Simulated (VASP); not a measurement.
# Al2O3 (R-3c) in VASP: a series of runs

The runs below take Al2O3 through relaxation of cell and atoms, with PBE.

Program: VASP 6.6.1. These are calculated values, not measurements. Logs are shortened: lines on timing, memory, paths and dates and some standing lists are left out, and cuts for length are marked.

### 1 The crystal as given

The structure is trigonal, space group R-3c (No. 167). Conventional cell: a = 4.805 Å, b = 4.805 Å, c = 13.116 Å, α = 90.00°, β = 90.00°, γ = 120.00°. Al (site symmetry 3) has 6 O at 1.87 to 1.99 Å as nearest neighbours. O (site symmetry 2) is surrounded by 4 Al at 1.87 to 1.99 Å.

The cell is a database's computed one.

### 2 Relaxation of cell and atoms, PBE

Contents of INCAR:

```
PREC = Accurate
ENCUT = 600
EDIFF = 1E-6
ISMEAR = 0
SIGMA = 0.02
LREAL = False
LASPH = True
NELM = 120
ALGO = Normal
ISIF = 3
LWAVE = False
LCHARG = False
GGA = PE
IBRION = 2
NSW = 80
EDIFFG = -0.005
KPAR = 4
```

Contents of KPOINTS:

```
Automatic mesh
0
Gamma
  8 8 8
```

Contents of POSCAR:

```
Al2O3
1.0
    2.4025136000      1.3870919000      4.3720844000
   -2.4025136000      1.3870919000      4.3720844000
    0.0000000000     -2.7741838000      4.3720844000
Al O
4 6
Direct
    0.6479040000      0.6479040000      0.6479040000
    0.8520960000      0.8520960000      0.8520960000
    0.1479040000      0.1479040000      0.1479040000
    0.3520960000      0.3520960000      0.3520960000
    0.4438545000      0.0561455000      0.7500000000
    0.9438545000      0.2500000000      0.5561455000
    0.0561455000      0.7500000000      0.4438545000
    0.7500000000      0.4438545000      0.0561455000
    0.2500000000      0.5561455000      0.9438545000
    0.5561455000      0.9438545000      0.2500000000
```

Potentials or basis: VASP PAW PBE potentials, release 64 (Al, O).

Run with:

```bash
cat potpaw_PBE.64/Al/POTCAR potpaw_PBE.64/O/POTCAR > POTCAR
mpirun -np 4 vasp_std > vasp.out
```

OUTCAR:

```text
PREC = Accurate
   ENCUT = 600
   EDIFF = 1E-6
   ISMEAR = 0
   LREAL = False
   LASPH = True
   NELM = 120
   ISIF = 3
   GGA = PE
   IBRION = 2
   NSW = 80
   EDIFFG = -0.005

 ion  position               nearest neighbor table
   1  0.648  0.648  0.648-   6 1.87  10 1.87   9 1.87   5 1.99   7 1.99   8 1.99   2 2.68   4 2.82
                             4 2.82   4 2.82   2 3.25   2 3.25   2 3.25
   2  0.852  0.852  0.852-   9 1.87  10 1.87   6 1.87   5 1.99   8 1.99   7 1.99   1 2.68   3 2.82
                             3 2.82   3 2.82   1 3.25   1 3.25   1 3.25
   3  0.148  0.148  0.148-   8 1.87   5 1.87   7 1.87  10 1.99   9 1.99   6 1.99   4 2.68   2 2.82
                             2 2.82   2 2.82   4 3.25   4 3.25   4 3.25
   4  0.352  0.352  0.352-   7 1.87   5 1.87   8 1.87  10 1.99   6 1.99   9 1.99   3 2.68   1 2.82
                             1 2.82   1 2.82   3 3.25   3 3.25   3 3.25
   5  0.444  0.056  0.750-   3 1.87   4 1.87   1 1.99   2 1.99
   6  0.944  0.250  0.556-   1 1.87   2 1.87   4 1.99   3 1.99
   7  0.056  0.750  0.444-   4 1.87   3 1.87   1 1.99   2 1.99
   8  0.750  0.444  0.056-   3 1.87   4 1.87   2 1.99   1 1.99
   9  0.250  0.556  0.944-   2 1.87   1 1.87   3 1.99   4 1.99
  10  0.556  0.944  0.250-   1 1.87   2 1.87   3 1.99   4 1.99

  LATTYP: Found a trigonal (rhomboedric) cell.
 ALAT       =     5.1779549571
 COS(alpha) =     0.5694285998

  Lattice vectors:

 A1 = (   2.4025136000,   1.3870919000,   4.3720844000)
 A2 = (  -2.4025136000,   1.3870919000,   4.3720844000)
 A3 = (   0.0000000000,  -2.7741838000,   4.3720844000)

Analysis of symmetry for initial positions (statically):
=====================================================================
 Subroutine PRICEL returns:
 Original cell was already a primitive cell.

 Routine SETGRP: Setting up the symmetry group for a
 trigonal (rhombohedral) supercell.

 Subroutine GETGRP returns: Found 12 space group operations
 (whereof  6 operations were pure point group operations)
 out of a pool of 12 trial point group operations.

The static configuration has the point symmetry S_6 .
 The point group associated with its full space group is D_3d.

Analysis of symmetry for dynamics (positions and initial velocities):
=====================================================================
 Subroutine PRICEL returns:
 Original cell was already a primitive cell.

 Routine SETGRP: Setting up the symmetry group for a
 trigonal (rhombohedral) supercell.

 Subroutine GETGRP returns: Found 12 space group operations
 (whereof  6 operations were pure point group operations)
 out of a pool of 12 trial point group operations.

The dynamic configuration has the point symmetry S_6 .
 The point group associated with its full space group is D_3d.

 Subroutine INISYM returns: Found 12 space group operations
 (whereof  6 operations are pure point group operations),
 and found     1 'primitive' translations

----------------------------------------------------------------------------------------

                                     Primitive cell

  volume of cell :      87.4200

  direct lattice vectors                    reciprocal lattice vectors
     2.402513600  1.387091900  4.372084400     0.208115367  0.120155461  0.076241285
    -2.402513600  1.387091900  4.372084400    -0.208115367  0.120155461  0.076241285
     0.000000000 -2.774183800  4.372084400     0.000000000 -0.240310922  0.076241285

  length of vectors
     5.177954957  5.177954957  5.177954978     0.252115201  0.252115201  0.252115197

  position of ions in fractional coordinates (direct lattice)
     0.647904000  0.647904000  0.647904000
     0.852096000  0.852096000  0.852096000
[... 118 lines left out ...]
   GGA     = PE    functional components
   LHFCALC =     F    Hartree Fock is set to
   AEXX    =    0.0000 exact exchange contribution
   IVDW    =     0    specifies the selected vdW correction
   LEPSILON=     F    determine dielectric tensor
   LRPA    =     F    only Hartree local field effects (RPA)
 conjugate gradient relaxation of ions
 non-spin polarized calculation
 Gauss-broadening in eV      SIGMA  =   0.02
  energy-cutoff  :      600.00
  volume of cell :       87.42
 maximum number of plane-waves:      2964
 NGX is ok and might be reduce to    42
   NGX = 21   NGY = 21   NGZ = 21

--------------------------------------- Ionic step        1  -------------------------------------------

 number of electron      47.9999999 magnetization

 Free energy of the ion-electron system (eV)
  ---------------------------------------------------
  ext. energy  EPLUGINS =         0.00000000
  ---------------------------------------------------
  free energy    TOTEN  =       -74.83201082 eV

  energy without entropy =      -74.83201082  energy(sigma->0) =      -74.83201082

------------------------ aborting loop because EDIFF is reached ----------------------------------------

  FORCE on cell =-STRESS in cart. coord.  units (eV):
  Direction    XX          YY          ZZ          XY          YZ          ZX
  --------------------------------------------------------------------------------------
  -------------------------------------------------------------------------------------
  Total        0.0274175      0.0274175     -0.0309859      0.0000000      0.0000000      0.0000000
  in kB        0.5024900      0.5024900     -0.5678891      0.0000000      0.0000000      0.0000000
  external PRESSURE =       0.1456970 kB  Pullay stress =       0.0000000 kB

 VOLUME and BASIS-vectors are now :
 -----------------------------------------------------------------------------
  energy-cutoff  :      600.00
  volume of cell :       87.42
      direct lattice vectors                 reciprocal lattice vectors
     2.402513600  1.387091900  4.372084400     0.208115367  0.120155461  0.076241285
    -2.402513600  1.387091900  4.372084400    -0.208115367  0.120155461  0.076241285
     0.000000000 -2.774183800  4.372084400     0.000000000 -0.240310922  0.076241285

 POSITION                                       TOTAL-FORCE (eV/Angst)
 -----------------------------------------------------------------------------------
      0.00000      0.00000      8.49807         0.000000      0.000000     -0.011923
      0.00000      0.00000     11.17631         0.000000      0.000000      0.011923
      0.00000      0.00000      1.93995         0.000000      0.000000     -0.011923
      0.00000      0.00000      4.61818         0.000000      0.000000      0.011923
      0.93148     -1.38709      5.46511        -0.005007      0.000000     -0.000000
      1.66699      0.11314      7.65115        -0.002503     -0.004336      0.000000
     -1.66699     -0.11314      5.46511         0.002503      0.004336      0.000000
      0.73552      1.50023      5.46511         0.002503     -0.004336      0.000000
     -0.73552     -1.50023      7.65115        -0.002503      0.004336      0.000000
     -0.93148      1.38709      7.65115         0.005007      0.000000     -0.000000
 -----------------------------------------------------------------------------------
    total drift:                                0.000000      0.000000     -0.000000

  FREE ENERGIE OF THE ION-ELECTRON SYSTEM (eV)
  ---------------------------------------------------
  free  energy   TOTEN  =       -74.8320108186 eV

  energy  without entropy=      -74.8320108186  energy(sigma->0) =      -74.83201082

--------------------------------------- Ionic step        2  -------------------------------------------

 number of electron      47.9999999 magnetization

 Free energy of the ion-electron system (eV)
  ---------------------------------------------------
  ext. energy  EPLUGINS =         0.00000000
  ---------------------------------------------------
  free energy    TOTEN  =       -74.83203654 eV

  energy without entropy =      -74.83203654  energy(sigma->0) =      -74.83203654

 E-fermi :   5.9414     XC(G=0): -11.5474

 val. band max:        5.8195921843   @ k =   0.0000   0.0000   0.0000
 cond. band min:      11.6917785675   @ k =   0.0000   0.0000   0.0000
 fundamental gap:      5.8721863831
 Fermi energy:         5.9414320387

 k-point     1 :       0.0000    0.0000    0.0000
  band No.  band energies     occupation
      1     -13.2080      2.00000
      2     -10.9801      2.00000
      3     -10.7166      2.00000
      4     -10.7166      2.00000
      5     -10.4097      2.00000
      6     -10.4097      2.00000
[... 781 lines left out ...]
     29      16.6987      0.00000
     30      17.0208      0.00000

 [... further k-points ...]

------------------------ aborting loop because EDIFF is reached ----------------------------------------

  FORCE on cell =-STRESS in cart. coord.  units (eV):
  Direction    XX          YY          ZZ          XY          YZ          ZX
  --------------------------------------------------------------------------------------
  -------------------------------------------------------------------------------------
  Total       -0.0087520     -0.0087520     -0.0241096      0.0000000      0.0000000      0.0000000
  in kB       -0.1603826     -0.1603826     -0.4418134      0.0000000      0.0000000      0.0000000
  external PRESSURE =      -0.2541928 kB  Pullay stress =       0.0000000 kB

 VOLUME and BASIS-vectors are now :
 -----------------------------------------------------------------------------
  energy-cutoff  :      600.00
  volume of cell :       87.43
      direct lattice vectors                 reciprocal lattice vectors
     2.402831379  1.387275370  4.371430843     0.208087844  0.120139570  0.076252684
    -2.402831379  1.387275370  4.371430843    -0.208087844  0.120139570  0.076252684
     0.000000000 -2.774550739  4.371430843     0.000000000 -0.240279140  0.076252684

 POSITION                                       TOTAL-FORCE (eV/Angst)
 -----------------------------------------------------------------------------------
      0.00000      0.00000      8.49623        -0.000000     -0.000000     -0.003660
      0.00000      0.00000     11.17521         0.000000     -0.000000      0.003660
      0.00000      0.00000      1.93908        -0.000000     -0.000000     -0.003660
      0.00000      0.00000      4.61807         0.000000      0.000000      0.003660
      0.93136     -1.38728      5.46429         0.002684      0.000000     -0.000000
      1.66709      0.11294      7.65000         0.001342      0.002324     -0.000000
     -1.66709     -0.11294      5.46429        -0.001342     -0.002324     -0.000000
      0.73574      1.50022      5.46429        -0.001342      0.002324     -0.000000
     -0.73574     -1.50022      7.65000         0.001342     -0.002324     -0.000000
     -0.93136      1.38728      7.65000        -0.002684      0.000000      0.000000
 -----------------------------------------------------------------------------------
    total drift:                               -0.000000      0.000000     -0.000000

  FREE ENERGIE OF THE ION-ELECTRON SYSTEM (eV)
  ---------------------------------------------------
  free  energy   TOTEN  =       -74.8320365375 eV

  energy  without entropy=      -74.8320365375  energy(sigma->0) =      -74.83203654

 reached required accuracy - stopping structural energy minimisation
```

Run time: 88 s. Hardware: 4 MPI ranks of Intel Xeon 6975P-C (Granite Rapids), shared host; peak memory 0.35 GiB.

What came out:

* Free energy: -74.8320 eV
* Relaxed volume: 8.74 Å³/atom
* Relaxed cell: a = 5.178 Å, b = 5.178 Å, c = 5.178 Å, α = 55.30°, β = 55.30°, γ = 55.30°
* Space group after relaxing (to 0.05 Å): R-3c (No. 167)
* Energy gained by relaxing: 0.0 meV/atom
* Ionic steps: 2
* Pressure after relaxing: 0.0 GPa
* Largest force after relaxing: 0.004 eV/Å
* Band gap on the k mesh: 5.87 eV, direct

Forces on the atoms (eV/Å):
```
Al   0.000  0.000 -0.004
Al   0.000  0.000  0.004
Al   0.000  0.000 -0.004
Al   0.000  0.000  0.004
O    0.003  0.000  0.000
O    0.001  0.002  0.000
O   -0.001 -0.002  0.000
O   -0.001  0.002  0.000
O    0.001 -0.002  0.000
O   -0.003  0.000  0.000
```

Final structure:
```cif
data_structure
_symmetry_space_group_name_H-M 'P 1'
_symmetry_Int_Tables_number 1
_cell_length_a 5.1776
_cell_length_b 5.1776
_cell_length_c 5.1776
_cell_angle_alpha 55.302
_cell_angle_beta 55.302
_cell_angle_gamma 55.302
_cell_volume 87.43
loop_
_atom_site_label
_atom_site_type_symbol
_atom_site_fract_x
_atom_site_fract_y
_atom_site_fract_z
_atom_site_occupancy
Al1 Al 0.64786 0.64786 0.64786 1
Al2 Al 0.85214 0.85214 0.85214 1
Al3 Al 0.14786 0.14786 0.14786 1
Al4 Al 0.35214 0.35214 0.35214 1
O1 O 0.44380 0.05620 0.75000 1
O2 O 0.94380 0.25000 0.55620 1
O3 O 0.05620 0.75000 0.44380 1
O4 O 0.75000 0.44380 0.05620 1
O5 O 0.25000 0.55620 0.94380 1
O6 O 0.55620 0.94380 0.25000 1
```

A k mesh can miss the band edges. PBE gaps usually lie below the measured ones, often by a third to a half.

### 3 Relaxation of cell and atoms, PBE

INCAR is that of step 2.

KPOINTS is that of step 2.

Contents of POSCAR:

```
Al2O3                                   
1.0
    2.4028313787      1.3872753696      4.3714308429
   -2.4028313787      1.3872753696      4.3714308429
    0.0000000000     -2.7745507393      4.3714308429
  Al              O             
     4     6
Direct
     0.6478601473919323    0.6478601473919323    0.6478601473919323
     0.8521398526080677    0.8521398526080677    0.8521398526080677
     0.1478601473919324    0.1478601473919324    0.1478601473919324
     0.3521398526080676    0.3521398526080676    0.3521398526080676
     0.4438042327246729    0.0561957672753271    0.7500000000000000
     0.9438042327246730    0.2500000000000000    0.5561957672753270
     0.0561957672753271    0.7500000000000000    0.4438042327246729
     0.7500000000000000    0.4438042327246729    0.0561957672753271
     0.2500000000000000    0.5561957672753270    0.9438042327246730
     0.5561957672753270    0.9438042327246730    0.2500000000000000
```

Potentials or basis: VASP PAW PBE potentials, release 64 (Al, O).

Run with:

```bash
cat potpaw_PBE.64/Al/POTCAR potpaw_PBE.64/O/POTCAR > POTCAR
mpirun -np 4 vasp_std > vasp.out
```

Run time: 59 s. Hardware: 4 MPI ranks of Intel Xeon 6975P-C (Granite Rapids), shared host; peak memory 0.34 GiB.

It converged, with:

```
Free energy                  : -74.8321 eV
Pressure after relaxing      : 0.0 GPa
Largest force after relaxing : 0.004 eV/Å
Band gap on the k mesh       : 5.87 eV, direct
```

Forces on the atoms (eV/Å):
```
Al   0.000  0.000 -0.004
Al   0.000  0.000  0.004
Al   0.000  0.000 -0.004
Al   0.000  0.000  0.004
O    0.002  0.000  0.000
O    0.001  0.002  0.000
O   -0.001 -0.002  0.000
O   -0.001  0.002  0.000
O    0.001 -0.002  0.000
O   -0.002  0.000  0.000
```

Final structure:
```
Al O
1.0
     2.40283    1.38728    4.37143
    -2.40283    1.38728    4.37143
     0.00000   -2.77455    4.37143
Al O
4 6
Direct
  0.64786 0.64786 0.64786
  0.85214 0.85214 0.85214
  0.14786 0.14786 0.14786
  0.35214 0.35214 0.35214
  0.44380 0.05620 0.75000
  0.94380 0.25000 0.55620
  0.05620 0.75000 0.44380
  0.75000 0.44380 0.05620
  0.25000 0.55620 0.94380
  0.55620 0.94380 0.25000
```

Levels at points of the mesh, in eV from the valence-band top:
```tsv
k point	band 20	band 21	band 22	band 23	band 24	band 25	band 26	band 27	band 28	band 29
(0.00, 0.00, 0.00)	-0.46	-0.46	-0.03	-0.03	0.00	5.87	8.92	10.39	11.29	11.29
(0.50, 0.00, 0.00)	-1.28	-0.86	-0.86	-0.25	-0.25	9.16	9.16	9.37	9.37	11.61
(0.50, 0.50, 0.00)	-1.25	-0.97	-0.87	-0.70	-0.23	9.38	9.50	9.63	10.15	10.97
(0.50, 0.50, 0.50)	-1.93	-0.35	-0.35	-0.35	-0.35	8.37	8.37	10.86	10.86	12.11
```

Caveat: the relaxation stopped at its first step, so nothing moved. A hybrid or GW would open this gap; PBE tends to underestimate it.
